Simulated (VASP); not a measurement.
GaN:

```
CELL_PARAMETERS angstrom
3.18000 0.00000 0.00000
-1.59000 2.75396 0.00000
0.00000 0.00000 5.16600
ATOMIC_POSITIONS crystal
Ga 0.66667 0.33333 0.50000
Ga 0.33333 0.66667 0.00000
N 0.66667 0.33333 0.87500
N 0.33333 0.66667 0.37500
```

| Property | Result |
| --- | --- |
| Program | VASP 6.6.1 |
| Task | relaxation of cell and atoms |
| Functional | BLYP |
| Potentials or basis | VASP PAW PBE potentials, release 64 (Ga_d, N) |
| Cutoff | 600 eV |
| k mesh | 10 × 10 × 5 |
| Occupations | fermi-dirac, width 0.05 eV |
| Spin | no spin polarisation |

At the start: pressure 14.3 GPa; volume 11.31 Å³/atom.

Task: Where does the relaxation end?

Result: Over 5 steps the energy falls by 38.3 meV/atom and the volume is 12.21 Å³/atom (+8.0 %); space group P6_3mc (No. 186, to 0.05 Å).

The path:
| step | energy change (eV) | largest force (eV/Å) | pressure (GPa) | volume (Å³) |
| --- | --- | --- | --- | --- |
| 1 | 0.0000 | 0.1334 | 14.30 | 45.24 |
| 2 | -0.0578 | 0.0489 | -8.65 | 52.18 |
| 3 | -0.1532 | 0.0009 | -0.15 | 48.91 |
| 4 | -0.1532 | 0.0027 | 0.15 | 48.84 |
| 5 | -0.1532 | 0.0040 | 0.10 | 48.84 |

Final structure:
```xyz
4
Lattice="3.2577 0.0000 0.0000 -1.6289 2.8213 0.0000 0.0000 0.0000 5.3139" Properties=species:S:1:pos:R:3 pbc="T T T"
Ga    1.6289    0.9404    2.6532
Ga    0.0000    1.8808    5.3102
N     1.6289    0.9404    4.6534
N     0.0000    1.8808    1.9964
```

Caveat: the PAW data sets were made with another functional, which shifts forces and pressure a little.
